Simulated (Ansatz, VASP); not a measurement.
# Cl in VASP and in Ansatz

```
CELL_PARAMETERS angstrom
3.13293 -1.97851 0.00000
3.13293 1.97851 0.00000
0.00000 0.00000 7.96304
ATOMIC_POSITIONS crystal
Cl 0.87039 0.12961 0.11040
Cl 0.62961 0.37039 0.61040
Cl 0.12961 0.87039 0.88960
Cl 0.37039 0.62961 0.38960
```

Alike in both runs: functional PBE; dispersion D3(BJ); k mesh 8 × 8 × 4; occupations gaussian, width 0.02 eV; no spin polarisation.

Ansatz relaxed the structure, and its values are those at the end. VASP's run is a single point on that final structure, the one shown.

|  | VASP | Ansatz |
| --- | --- | --- |
| version | VASP 6.6.1 | Ansatz 0.2.0 |
| potentials or method | VASP PAW PBE potentials, release 64 (Cl) | scalar-relativistic, plane waves, PAW |
| plane-wave cutoff (eV) | 520 | 420 |
| valence electrons in the cell | 28 | 28 |

Ansatz gave:

* gap on the k mesh at the Fermi level (eV): 2.16
* least direct gap on the mesh (eV): 2.16
* pressure (GPa): 1.0
* rms of the force components (eV/Å): 0.003

Estimate VASP's values.

gap on the k mesh at the Fermi level (eV): 2.20; least direct gap on the mesh (eV): 2.20; pressure (GPa): 0.6; rms of the force components (eV/Å): 0.096.

A k mesh can miss the band edges.
